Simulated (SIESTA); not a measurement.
**TiO2 (Anatase) under changes of volume**

One of the cells (11.354 Å³/atom); the others are scaled copies at fixed shape and fractional positions:

```
Ti O
1.0
    -1.89210    1.89210    4.75730
     1.89210   -1.89210    4.75730
     1.89210    1.89210   -4.75730
Ti O
2 4
Direct
  0.75000 0.25000 0.50000
  0.00000 0.00000 0.00000
  0.79190 0.79190 0.00000
  0.54190 0.04190 0.50000
  0.95810 0.45810 0.50000
  0.20810 0.20810 0.00000
```

| Item | Value |
| --- | --- |
| Program | SIESTA 5.4.2 |
| Functional | PBE |
| Potentials or basis | PseudoDojo 0.4 standard (PBE files) |
| Basis | DZ (energy shift 0.003 Ry; two zetas on semicore shells) |
| Grid cutoff | 800 Ry |
| Energy shift | 0.003 Ry |
| k mesh | 7 × 7 × 7 |
| Occupations | fermi-dirac, width 0.05 eV |
| Spin | no spin polarisation |

```csv
volume (Å³/atom),energy over the lowest point (meV/atom),pressure (GPa),gap on the mesh (eV),largest force (eV/Å)
10.673,86.67,26.3,2.14,0.656
10.900,53.95,20.0,2.10,0.492
11.127,29.71,14.3,2.05,0.340
11.354,13.16,9.2,2.01,0.200
11.581,3.39,4.5,1.97,0.070
11.808,0.00,0.3,1.92,0.050
12.035,?,?,?,?
```

Problem. What does the run at 12.035 Å³/atom give?

Solution. Energy over the lowest point 2.29 meV/atom; pressure -3.5 GPa; gap on the mesh 1.88 eV; largest force 0.163 eV/Å.

Worked out: A Birch-Murnaghan fit of order 3 (a polynomial in V^(-2/3)) to the other rows has its minimum at 11.83 Å³/atom, just outside them, with B0 = V·E''(V) = 206 GPa and B' = 4.2 at fixed shape and positions, which overstates the stiffness. It gives 2.20 meV/atom at 12.035 Å³/atom, against the run's 2.29, and -dE/dV = -3.4 GPa, against -3.5. A straight line through the other rows of the gap, of slope -2.16 eV per unit of ln V, extrapolates to 1.88 eV, against the run's 1.88.

Energies are extrapolated to zero smearing.

Caveats: the basis has no polarisation orbitals; an odd mesh through Γ misses points on the zone boundary, where band edges often lie; the basis of atomic orbitals isn't converged, which shifts pressures, moduli and gaps.
